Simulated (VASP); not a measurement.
# C under changes of volume

One of the cells (6.113 Å³/atom); the others are scaled copies at fixed shape and fractional positions:

```
C
1.0
     2.63707    0.00000    0.00000
     0.00000    2.63707    0.00000
     0.00000    0.00000    2.63707
C
3
Direct
  0.00000 0.50000 0.50000
  0.50000 0.00000 0.50000
  0.50000 0.50000 0.00000
```

The cell was built by a generator and needn't be a form met in nature.

| Item | Value |
| --- | --- |
| Program | VASP 6.6.1 |
| Functional | PBE |
| Potentials or basis | VASP PAW PBE potentials, release 64 (C) |
| Cutoff | 520 eV |
| k mesh | 10 × 10 × 10 |
| Occupations | fermi-dirac, width 0.05 eV |
| Spin | no spin polarisation |

```tsv
volume (Å³/atom)	energy over the lowest point (meV/atom)	pressure (GPa)
5.633	17.55	12.8
5.753	10.36	8.1
5.873	?	?
6.113	0.00	-0.7
6.233	1.47	-3.8
6.353	5.22	-6.9
```

**Question.** What does the run at 5.873 Å³/atom give?

**Answer.** Energy over the lowest point 5.28 meV/atom; pressure 5.8 GPa.

Worked out: A Birch-Murnaghan fit of order 3 (a polynomial in V^(-2/3)) to the other rows has its minimum at 6.11 Å³/atom with B0 = V·E''(V) = 169 GPa (rough, since the energies scatter). It gives 4.79 meV/atom at 5.873 Å³/atom, against the run's 5.28, and -dE/dV = 6.1 GPa, against 5.8.

Energies are extrapolated to zero smearing.
